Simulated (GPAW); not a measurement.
The system is YN.

```
Y N
1.0
     0.00000    2.43850    2.43850
     2.43850    0.00000    2.43850
     2.43850    2.43850    0.00000
Y N
1 1
Direct
  0.00000 0.00000 0.00000
  0.50000 0.50000 0.50000
```

Program: GPAW 26.7.0. Alike in all runs: no spin polarisation; cell as given; k mesh 9 × 9 × 9; cutoff (eV) 800.

Q: Order these runs on this cell by their pressure, lowest first.
A. level LDA; potentials or basis the program's PAW data sets (release 1.2.1) made for this functional, pw; smearing gaussian 0.02 eV
B. level PBEsol+U; potentials or basis PAW data sets generated in the run's folder for this functional, pw; U Y d U = 6 eV; smearing fermi-dirac 0.05 eV; band path GXWKGLUWLK,UX; band points 100
C. level PBEsol+U; potentials or basis PAW data sets generated in the run's folder for this functional, pw; U Y d U = 1 eV; smearing fermi-dirac 0.05 eV; band path GXWKGLUWLK,UX; band points 100
D. level r2SCAN; potentials or basis GPAW PAW data sets (gpaw-data 1.2.1), pw; smearing fermi-dirac 0.05 eV; band path GXWKGLUWLK,UX; band points 100
E. level PBEsol+U; potentials or basis PAW data sets generated in the run's folder for this functional, pw; U Y d U = 8 eV; smearing fermi-dirac 0.05 eV; band path GXWKGLUWLK,UX; band points 100

A: A (-7.2 GPa), C (-0.4 GPa), D (1.2 GPa), B (13.8 GPa), E (19.4 GPa).

Caveats: the PAW data sets were made with another functional, which shifts forces and pressure a little (some runs).

Not every run made on this cell is shown here.
